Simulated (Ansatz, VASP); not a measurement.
## One calculation of PbS (Galena), two programs

```
Pb S
1.0
     0.00000    2.96575    2.96575
     2.96575    0.00000    2.96575
     2.96575    2.96575    0.00000
Pb S
1 1
Direct
  0.00000 0.00000 0.00000
  0.50000 0.50000 0.50000
```

Alike in both runs: functional PBEsol; k mesh 6 × 6 × 6; occupations fermi-dirac, width 0.05 eV; non-collinear spin, spin-orbit coupling.

|  | VASP | Ansatz |
| --- | --- | --- |
| version | VASP 6.6.1 | Ansatz 0.2.0 |
| potentials or method | VASP PAW PBE potentials, release 64 (Pb_d, S), cutoff 520 eV | all-electron LAPW, relativistic spinors |
| task | single point | band structure |

|  | VASP | Ansatz | Ansatz less VASP |
| --- | --- | --- | --- |
| gap on the k mesh at the Fermi level (eV) | 0.07 | 0.17 | +0.104 |
| least direct gap on the mesh (eV) | 0.07 | 0.17 | +0.104 |
| pressure (GPa) | -1.4 | -1.6 | -0.14 |
| net moment per atom (μB) | 0.00 | 0.00 | 0.000 |

Ansatz ran all-electron here, so the differences hold the error of VASP's frozen core and of both bases.

Caveats: the PAW data sets were made with another functional, which shifts forces and pressure a little (VASP).
